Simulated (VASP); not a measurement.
# InSe in VASP: a series of runs, part 2 of 2

VASP 6.6.1.

**5. Relaxation of cell and atoms, LDA**

This run uses another cell than the first one, of 79.08 Å³/atom, 0.977 times its volume.

Contents of INCAR:

```
  PREC = Accurate
  ENCUT = 600
  EDIFF = 1E-7
  ISMEAR = 0
  SIGMA = 0.03
  LREAL = F
  LASPH = T
  NELM = 80
  ALGO = Normal
  ISIF = 3
  LWAVE = F
  LCHARG = F
  IBRION = 2
  NSW = 90
  EDIFFG = -0.005
  LATTICE_CONSTRAINTS = .TRUE. .TRUE. .FALSE.
  KPAR = 2
```

Contents of KPOINTS:

```
Automatic mesh
0
Gamma
  9 9 1
```

Contents of POSCAR:

```
InSe                                    
1.0
    3.9544930004     -0.0000000000      0.0000000000
   -1.9772465002      3.4246914021      0.0000000000
    0.0000000000      0.0000000000     23.3577120000
  Se              In            
     2     2
Direct
     0.0000000000000000    0.0000000000000000    0.3865776967479820
     1.0000000000000000    0.0000000000000000    0.6133471700007506
     0.6666666699999979    0.3333333300000021    0.4412936244267390
     0.6666666699999979    0.3333333300000021    0.5586369788245287
```

Command:

```console
$ cat potpaw_LDA.64/Se/POTCAR potpaw_LDA.64/In_d/POTCAR > POTCAR
$ mpirun -np 2 vasp_std > vasp.out
```

Wall time 68 s (2 MPI ranks of Intel Xeon Platinum 8488C (Sapphire Rapids), shared host); peak memory 0.41 GiB.

Results (log left out):

```yaml
Free_energy: -16.5308 eV
Largest_force_after_relaxing: 0.003 eV/Å
Band_gap_on_the_k_mesh: 1.68 eV, indirect (least direct gap 1.77 eV)
```

Forces in eV/Å, atoms in the order of the input:
```
Se   0.000  0.000 -0.001
Se   0.000  0.000  0.001
In   0.000  0.000  0.003
In   0.000  0.000 -0.003
```

Final structure:
```xyz
4
Lattice="3.9545 0.0000 0.0000 -1.9772 3.4247 0.0000 0.0000 0.0000 23.3577" Properties=species:S:1:pos:R:3 pbc="T T T"
Se    0.0000    0.0000    9.0296
Se    0.0000    0.0000   14.3264
In    1.9772    1.1416   10.3076
In    1.9772    1.1416   13.0485
```

Levels at points of the mesh, in eV from the valence-band top:
```
           k point  band 17  band 18  band 19  band 20  band 21  band 22
(0.00, 0.00, 0.00)    -0.32    -0.32    -0.09     1.68     2.85     5.14
```

Caveat: the relaxation stopped at its first step, so nothing moved; spin-orbit coupling is left out, which moves the levels of the heavy elements. LDA gaps usually lie below the measured ones, often by a third to a half.

**6. Relaxation of cell and atoms, PBE+D3(BJ)**

Contents of INCAR:

```
SYSTEM = InSe
ALGO = Normal ; EDIFF = 1E-6
EDIFFG = -0.01 ; ENCUT = 600
GGA = PE ; IBRION = 2
ISIF = 3 ; ISMEAR = 0
IVDW = 12 ; KPAR = 4
LASPH = .True. ; LATTICE_CONSTRAINTS = .TRUE. .TRUE. .FALSE.
LCHARG = .False. ; LREAL = .False.
LWAVE = .False. ; NELM = 80
NSW = 90 ; PREC = Accurate
SIGMA = 0.03
```

Contents of KPOINTS:

```
k-points
0
Gamma
  9 9 1
  0 0 0
```

Contents of POSCAR:

```
InSe
1.0
    4.0000000000      0.0000000000      0.0000000000
   -2.0000000000      3.4641016200      0.0000000000
    0.0000000000      0.0000000000     23.3577120000
Se In
2 2
Direct
    0.0000000000      0.0000000000      0.3853117100
    0.0000000000      0.0000000000      0.6146882900
    0.6666666700      0.3333333300      0.4395483600
    0.6666666700      0.3333333300      0.5603071100
```

Potentials or basis: VASP PAW PBE potentials, release 64 (Se, In_d).

Command:

```console
$ cat potpaw_PBE.64/Se/POTCAR potpaw_PBE.64/In_d/POTCAR > POTCAR
$ mpirun -np 4 vasp_std > vasp.out
```

OUTCAR:

```text
SYSTEM = InSe
   EDIFF = 1E-6
   EDIFFG = -0.01
   ENCUT = 600
   GGA = PE
   IBRION = 2
   ISIF = 3
   ISMEAR = 0
   IVDW = 12
   LASPH = .True.
   LREAL = .False.
   NELM = 80
   NSW = 90
   PREC = Accurate
 IVDW          = 12

 ion  position               nearest neighbor table
   1  0.000  0.000  0.385-   3 2.63   3 2.63   3 2.63
   2  0.000  0.000  0.615-   4 2.64   4 2.64   4 2.64
   3  0.667  0.333  0.440-   1 2.63   1 2.63   1 2.63   4 2.82
   4  0.667  0.333  0.560-   2 2.64   2 2.64   2 2.64   3 2.82

  LATTYP: Found a hexagonal cell.
 ALAT       =     4.0000000000
 C/A-ratio  =     5.8394280000

  Lattice vectors:

 A1 = (   4.0000000000,   0.0000000000,   0.0000000000)
 A2 = (  -2.0000000000,   3.4641016200,   0.0000000000)
 A3 = (   0.0000000000,   0.0000000000,  23.3577120000)

Analysis of symmetry for initial positions (statically):
=====================================================================
 Subroutine PRICEL returns:
 Original cell was already a primitive cell.

 Routine SETGRP: Setting up the symmetry group for a
 hexagonal supercell.

 Subroutine GETGRP returns: Found  6 space group operations
 (whereof  6 operations were pure point group operations)
 out of a pool of 24 trial point group operations.

The static configuration has the point symmetry C_3v.

Analysis of symmetry for dynamics (positions and initial velocities):
=====================================================================
 Subroutine PRICEL returns:
 Original cell was already a primitive cell.

 Routine SETGRP: Setting up the symmetry group for a
 hexagonal supercell.

 Subroutine GETGRP returns: Found  6 space group operations
 (whereof  6 operations were pure point group operations)
 out of a pool of 24 trial point group operations.

The dynamic configuration has the point symmetry C_3v.

 Subroutine INISYM returns: Found  6 space group operations
 (whereof  6 operations are pure point group operations),
 and found     1 'primitive' translations

[... 96 lines left out ...]
   NELECT =      38.0000    total number of electrons
   NUPDOWN=      -1.0000    fix difference up-down
   EMIN   =  10.00;   EMAX   =-10.00  energy-range for DOS
   EFERMI =   0.00;   METHOD = LEGACY
   ISMEAR =     0;   SIGMA  =   0.03  broadening in eV -4-tet -1-fermi 0-gaus
   EFERMI_NEDOS =   21; number of points for ismear=-14 and -15
   IALGO  =     38    algorithm
   IMIX   =      4    mixing-type and parameters
     AMIX     =   0.40;   BMIX     =  1.00
     AMIX_MAG =   1.60;   BMIX_MAG =  1.00
  volume/ion in A,a.u.               =      80.91       546.03
  Fermi-wavevector in a.u.,A,eV,Ry     =   0.801633  1.514867  8.743320  0.642616
  Thomas-Fermi vector in A             =   1.909157
   LORBIT       =      0    0 simple, 1 ext, 2 COOP (PROOUT), +10 PAW based schemes
   GGA     = PE    functional components
   LHFCALC =     F    Hartree Fock is set to
   AEXX    =    0.0000 exact exchange contribution
   IVDW    =    12    specifies the selected vdW correction
   LEPSILON=     F    determine dielectric tensor
   LRPA    =     F    only Hartree local field effects (RPA)
 conjugate gradient relaxation of ions
 non-spin polarized calculation
 Gauss-broadening in eV      SIGMA  =   0.03
  energy-cutoff  :      600.00
  volume of cell :      323.65
 maximum number of plane-waves:     10842
 NGX is ok and might be reduce to    32
   NGX = 15   NGY = 15   NGZ = 93

--------------------------------------- Ionic step        1  -------------------------------------------

 number of electron      38.0000004 magnetization

 Free energy of the ion-electron system (eV)
  ---------------------------------------------------
  ext. energy  EPLUGINS =         0.00000000
  ---------------------------------------------------
  free energy    TOTEN  =       -14.17188875 eV

  energy without entropy =      -14.17188875  energy(sigma->0) =      -14.17188875

------------------------ aborting loop because EDIFF is reached ----------------------------------------

 Edisp (eV)   -0.90036

 E8    (eV) :    -0.4338
[... 111 lines left out ...]
  FREE ENERGIE OF THE ION-ELECTRON SYSTEM (eV)
  ---------------------------------------------------
  free  energy   TOTEN  =       -15.0892430364 eV

  energy  without entropy=      -15.0892430364  energy(sigma->0) =      -15.08924304

[... ionic steps 4 to 10 ...]

--------------------------------------- Ionic step       11  -------------------------------------------

 number of electron      38.0000003 magnetization

------------------------ aborting loop because EDIFF is reached ----------------------------------------
[... 79 lines left out ...]
--------------------------------------- Ionic step       13  -------------------------------------------

 number of electron      38.0000002 magnetization

 Free energy of the ion-electron system (eV)
  ---------------------------------------------------
  ext. energy  EPLUGINS =         0.00000000
  ---------------------------------------------------
  free energy    TOTEN  =       -14.20304499 eV

  energy without entropy =      -14.20304499  energy(sigma->0) =      -14.20304499

 E-fermi :  -2.5231     XC(G=0):  -3.6344

 val. band max:       -2.6778246675   @ k =   0.1111   0.1111   0.0000
 cond. band min:      -1.0553825528   @ k =   0.0000   0.0000   0.0000
 fundamental gap:      1.6224421147
 Fermi energy:        -2.5231371468

 k-point     1 :       0.0000    0.0000    0.0000
  band No.  band energies     occupation
      1     -16.6836      2.00000
      2     -16.5003      2.00000
      3     -16.5003      2.00000
      4     -16.4178      2.00000
      5     -16.4178      2.00000
      6     -16.4107      2.00000
[... 336 lines left out ...]
  FREE ENERGIE OF THE ION-ELECTRON SYSTEM (eV)
  ---------------------------------------------------
  free  energy   TOTEN  =       -15.0894790747 eV

  energy  without entropy=      -15.0894790747  energy(sigma->0) =      -15.08947907

 reached required accuracy - stopping structural energy minimisation
```

It took 3 min on 4 MPI ranks of AMD EPYC 9R14 (Zen 4), shared host; peak memory 0.57 GiB.

What came out:

* Free energy: -15.0895 eV
* Relaxed volume: 82.03 Å³/atom
* Relaxed cell: a = 4.027 Å, b = 4.027 Å, c = 23.358 Å, α = 90.00°, β = 90.00°, γ = 120.00°
* Space group after relaxing (to 0.05 Å): P-6m2 (No. 187)
* Energy gained by relaxing: 4.3 meV/atom
* Ionic steps: 13
* Largest force after relaxing: 0.010 eV/Å
* Band gap on the k mesh: 1.62 eV, indirect (least direct gap 1.69 eV)
* Dispersion energy per atom: -0.222 eV

Forces in eV/Å, atoms in the order of the input:
```
Se   0.000  0.000 -0.009
Se   0.000  0.000  0.004
In   0.000  0.000  0.010
In   0.000  0.000 -0.004
```

The path:
| step | energy change (eV) | largest force (eV/Å) | pressure (GPa) | volume (Å³) |
| --- | --- | --- | --- | --- |
| 1 | 0.0000 | 0.4302 | 0.42 | 323.65 |
| 2 | -0.0118 | 0.2049 | -0.23 | 332.23 |
| 3 | -0.0170 | 0.0280 | -0.01 | 329.12 |
| 4 | -0.0170 | 0.0225 | -0.01 | 329.23 |
| 5 | -0.0171 | 0.0148 | -0.02 | 328.88 |
| 6 | -0.0171 | 0.0448 | 0.02 | 327.84 |
| 7 | -0.0172 | 0.0230 | 0.01 | 328.30 |
| 8 | -0.0172 | 0.0195 | 0.01 | 328.37 |
| 9 | -0.0172 | 0.0134 | 0.01 | 328.17 |
| 10 | -0.0172 | 0.0164 | 0.02 | 328.02 |
| 11 | -0.0172 | 0.0153 | 0.02 | 328.07 |
| 12 | -0.0172 | 0.0119 | 0.01 | 328.09 |
| 13 | -0.0172 | 0.0098 | 0.00 | 328.11 |

Final structure:
```
Se In
1.0
     4.02747    0.00000    0.00000
    -2.01374    3.48789    0.00000
     0.00000    0.00000   23.35771
Se In
2 2
Direct
  0.00000 0.00000 0.38466
  0.00000 0.00000 0.61529
  0.66667 0.33333 0.44013
  0.66667 0.33333 0.55978
```

Caveat: spin-orbit coupling is left out, which moves the levels of the heavy elements. A hybrid or GW would open this gap; PBE tends to underestimate it.

**7. Summary**

```csv
level,potentials or basis,gap on the mesh (eV),relaxed volume (Å³/atom)
PBE,"VASP PAW PBE potentials, release 64 (Se, In_d)",1.40,84.38
LDA,"VASP PAW LDA potentials, release 64 (Se, In_d)",1.68,-
PBE+D3(BJ),"VASP PAW PBE potentials, release 64 (Se, In_d)",1.62,82.03
```

Alike in all rows: task relaxation of cell and atoms; no spin polarisation; cell relaxed; k mesh 9 × 9 × 1; cutoff (eV) 600; smearing gaussian 0.03 eV.

Caveats: spin-orbit coupling is left out, which moves the levels of the heavy elements; the relaxation stopped at its first step, so nothing moved (some runs).

Absolute energies hang on the potentials; compare differences alone.
